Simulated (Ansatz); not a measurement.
## PbS: distorted cells

Theory: DFT PBE, scalar-relativistic, plane waves, PAW in Ansatz.

Plane waves to 420 eV, a k mesh through Γ of 9×9×9 on the computed 2-atom cell and Gaussian smearing (0.02 eV); no spin polarisation.

Reference cell:

```yaml
crystal:
  lattice:
    - [2.11266, 1.21975, 3.45192]
    - [-2.11266, 1.21975, 3.45192]
    - [0.00000, -2.43949, 3.45192]
  atoms:
    - { symbol: Pb, position: [0.98057, 0.98057, 0.98057] }
    - { symbol: S, position: [0.47504, 0.47504, 0.47504] }
```

Each variant moves atoms of this cell by the vectors given, if any (Å), and then applies a symmetric strain (tensor components, Cartesian axes). The reference cell isn't relaxed at this level. Energies are per atom at zero smearing, counted from the lowest variant. Pressure is positive in compression.

1. no strain; moves: S2 (0.000, 0.000, 0.090)
2. strain (xx yy zz yz xz xy, %) -1.24 0.71 -0.34 0.40 -0.27 0.20; moves: Pb1 (0.070, 0.100, -0.087); S2 (-0.070, -0.100, 0.087)
3. strain (xx yy zz yz xz xy, %) -0.01 3.26 7.62 1.32 -2.29 2.82; moves: Pb1 (0.063, -0.036, -0.069); S2 (-0.063, 0.036, 0.069)
4. strain (xx yy zz yz xz xy, %) -3.54 -3.92 -3.45 -0.41 -1.00 -0.28; moves: Pb1 (0.127, 0.052, -0.061); S2 (-0.127, -0.052, 0.061)
5. strain (xx yy zz yz xz xy, %) 2.80 2.80 -6.20 0.00 0.00 0.00; moves: Pb1 (0.000, 0.000, -0.100); S2 (0.000, 0.000, 0.100)

```csv
variant,ΔE (meV/atom),P (GPa),largest force (eV/Å),gap on mesh (eV),space group
1,0.0,0.88,0.01,0.81,R3m
2,18.3,2.56,0.33,0.91,P1
3,58.6,-3.10,0.14,0.71,Cm
4,114.0,10.24,0.61,0.79,P1
5,21.4,1.40,0.12,0.44,R3m
```

Spin-orbit coupling is left out, which matters for the bands of heavy elements. An odd mesh misses points on the zone edge, so a gap read on it can be too wide.